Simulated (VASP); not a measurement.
Runs of VASP 6.6.1 on Nb. The structure is cubic, space group Im-3m (No. 229). Conventional cell: a = 3.328 Å, b = 3.328 Å, c = 3.328 Å, α = 90.00°, β = 90.00°, γ = 90.00°. Nb (site symmetry m-3m) has 8 Nb at 2.88 Å as nearest neighbours. 

```csv
level,potentials or basis,other keys,pressure (GPa)
r2SCAN,"VASP PAW PBE potentials, release 64 (Nb_sv)",-,-3.6
SCAN,"VASP PAW PBE potentials, release 64 (Nb_sv)",-,-4.8
TPSS,"VASP PAW PBE potentials, release 64 (Nb_sv)",-,(a)
LDA,"VASP PAW LDA potentials, release 64 (Nb_sv)",IMIX = 1; AMIX = 0.2; LREAL = Auto,-11.8
```

Alike in all rows: task band structure; no spin polarisation; cell as given; k mesh 11 × 11 × 11; cutoff (eV) 520; smearing fermi-dirac 0.05 eV.

Q: Estimate the missing entries.

A: (a) -4.4.

Caveats: the PAW data sets were made with another functional, which shifts forces and pressure a little (some runs).
